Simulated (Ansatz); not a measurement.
## Ti in Ansatz: the effect of functional

Crystal: Ti.

```
CELL_PARAMETERS angstrom
4.65695 0.00000 0.00000
-2.32848 4.03304 0.00000
0.00000 0.00000 2.88167
ATOMIC_POSITIONS crystal
Ti 0.66667 0.33333 0.50000
Ti 0.33333 0.66667 0.50000
Ti 0.00000 0.00000 0.00000
```

This isn't the form of Ti at room conditions, which is hcp.

The cell isn't the ideal one: volume scaled by 1.06.

Alike in all runs:

```yaml
Program: Ansatz 0.2.0
Task: single point
Potentials_or_basis: Ansatz PAW
k_mesh: 7 × 7 × 9
Occupations: fermi-dirac, width 0.05 eV
Spin: no spin polarisation
```

| functional | cutoff | pressure (GPa) |
| --- | --- | --- |
| LDA | 420 eV (not typed: the program's choice for these potentials) | -13.1 |
| PBEsol | 420 eV (not typed: the program's choice for these potentials) | ? |
| r2SCAN | 500 eV (not typed: the program's choice for these potentials) | -6.3 |

Task: What does the run with functional PBEsol give?

Result: Pressure -9.3 GPa.

Caveats: the PAW data sets come from PBE, with cores solved anew for the run's functional, which leaves a small shift of forces and pressure.
